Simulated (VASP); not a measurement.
Runs of VASP 6.6.1 on InP. It takes space group F-43m (No. 216, cubic). Conventional cell: a = 5.879 Å, b = 5.879 Å, c = 5.879 Å, α = 90.00°, β = 90.00°, γ = 90.00°. In (site symmetry -43m) has 4 P at 2.55 Å as nearest neighbours. Around P (site symmetry -43m) lie 4 In at 2.55 Å. 

```csv
task,level,potentials or basis,spin,cell,k mesh,cutoff (eV),gap on the mesh (eV),pressure (GPa)
band structure,r2SCAN,"VASP PAW PBE potentials, release 64 (In_d, P)",off,"F-43m, 25.39 Å³/atom",8 × 8 × 8,520,1.12,(b)
relaxation of cell and atoms,LDA,"VASP PAW LDA potentials, release 64 (In_d, P)",off,relaxed,8 × 8 × 8,600,0.60,0.0
relaxation of cell and atoms,PBEsol,"VASP PAW PBE potentials, release 64 (In_d, P)",off,relaxed,8 × 8 × 8,600,0.57,0.0
band structure,LDA,"VASP PAW LDA potentials, release 64 (In_d, P)",off,"F-43m, 25.39 Å³/atom",8 × 8 × 8,520,0.46,(a)
```

Alike in all rows: smearing gaussian 0.03 eV.

Q: Estimate the missing entries.

A: (a) -1.8; (b) 0.9.

Caveats: spin-orbit coupling is left out, which moves the levels of the heavy elements; the PAW data sets were made with another functional, which shifts forces and pressure a little (some runs); the relaxation stopped at its first step, so nothing moved (some runs).

A k mesh can miss the band edges, and the runs leave out spin-orbit coupling on In.

Runs at the PBE level aren't shown here.
